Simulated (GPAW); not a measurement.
Crystal: GaP.

```
CELL_PARAMETERS angstrom
0.00000 2.72525 2.72525
2.72525 0.00000 2.72525
2.72525 2.72525 0.00000
ATOMIC_POSITIONS crystal
Ga 0.00000 0.00000 0.00000
P 0.25000 0.25000 0.25000
```

Base run:

| Property | Result |
| --- | --- |
| Program | GPAW 26.7.0 |
| Functional | PBEsol |
| Potentials or basis | PAW data sets generated in the run's folder for this functional |
| Cutoff | 600 eV |
| Basis | pw |
| k mesh | 8 × 8 × 8 |
| Occupations | fermi-dirac, width 0.05 eV |
| Spin | spin-orbit coupling, no magnetisation |

Its results: band gap on the k mesh 1.50 eV, indirect (least direct gap 1.78 eV); pressure 1.5 GPa.

Q: The run is repeated on the same cell with these changes: functional from PBEsol to BLYP; spin axis theta (degrees) from 0 to 90. What comes out?

A: Band gap on the k mesh 1.69 eV, indirect (least direct gap 1.76 eV); pressure 8.1 GPa.

Caveats: spin-orbit coupling was added after a scalar SCF, so levels and gaps hold it while energy, forces, pressure and moments don't; this program's spin-orbit splittings come out too wide for heavy elements.

Not every run made on this cell is shown here.
